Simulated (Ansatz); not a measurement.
**P: how the free axis answers a strain**

P, Pm-3m, a = 2.422 Å. This isn't the element's structure at ambient conditions. Ansatz: PBEsol, PAW, 420 eV, Γ-centred 18×18×18 mesh on 1 atom, Gaussian smearing 0.10 eV; no spin polarisation. Series: uniaxial strain along c, with a, b and atoms relaxed; x is the strain in per cent. y is the change of a in per cent of 2.422 Å.

```
x (%) y (%)
 -3.0      ?
 -2.0   0.59
 -1.0   0.35
  0.0   0.00
  1.0  -0.20
  2.0  -0.41
  3.0  -0.58
```

Fit y = c1 x + c2 x² to the other rows, say what c1 measures, and predict the missing y.

Least squares on the rows shown. y = −0.2582 x + 0.02279 x². So −c1 = 0.258 is Poisson's ratio for this pair of axes. At x = -3.0 the fit asked for gives 0.98 %. The run gave 0.69 %, so the fit is 0.29 % too high, 23 % of the span of the series, against an rms of 0.04 % on the fitted rows. The row lies outside the fitted range. With a term in x³ added, a fit to the same known rows predicts 1.00 %, no real gain.